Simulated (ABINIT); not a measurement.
# CuO (Tenorite): single point with PBE

Crystal: CuO (Tenorite).

```
Cu O
1.0
     2.34185   -1.71130    0.00000
     2.34185    1.71130    0.00000
    -0.85003    0.00000    5.05787
Cu O
2 2
Direct
  0.50000 0.00000 0.50000
  0.00000 0.50000 0.00000
  0.41840 0.58160 0.75000
  0.58160 0.41840 0.25000
```

* Program: ABINIT 10.8.3 (patched build)
* Task: single point
* Functional: PBE
* Potentials or basis: PseudoDojo NC SR PBE v0.4.1 standard
* Cutoff: 1143 eV
* k mesh: 8 × 8 × 4
* Occupations: fermi-dirac, width 0.05 eV
* Spin: no spin polarisation

```yaml
Largest_force: 0.287 eV/Å
Band_gap_on_the_k_mesh: none (metal or under the smearing width)
Valence_electrons_inside_the_program's_atomic_spheres: Cu 17.30; O 6.20
```

Forces on the atoms (eV/Å):
```
Cu   0.000  0.000  0.000
Cu   0.000  0.000  0.000
O    0.000 -0.287  0.000
O    0.000  0.287  0.000
```

Levels at points of the mesh, in eV from the Fermi level:
```csv
k point,band 22,band 23,band 24,band 25,band 26,band 27,band 28,band 29
"(0.00, 0.00, 0.00)",-2.15,-2.09,-1.60,0.20,0.92,1.68,5.98,8.08
"(0.50, 0.00, 0.00)",-1.54,-1.49,-1.35,-0.02,0.23,4.80,6.25,6.88
"(0.50, 0.50, 0.00)",-2.06,-1.65,-1.15,-0.62,1.04,3.28,7.03,8.44
"(0.00, 0.00, 0.50)",-2.17,-1.49,-1.49,0.22,0.22,3.88,3.88,11.63
"(0.50, 0.00, 0.50)",-2.08,-1.66,-1.54,-0.09,0.73,5.05,6.47,8.00
"(0.50, 0.50, 0.50)",-1.61,-1.25,-1.25,-0.43,-0.43,5.16,5.16,8.95
```

Run time: 5.1 min on 1 thread of Arm Neoverse V1, on a shared host, peak memory 0.19 GiB.

Caveat: the run has no spin polarisation, though such a crystal can be magnetic; semilocal functionals often make such compounds metallic where correlation or magnetic order opens a gap, which also shifts bond lengths. With open d or f shells a metallic result of PBE can be an artefact of self-interaction; +U or a hybrid may open a gap.
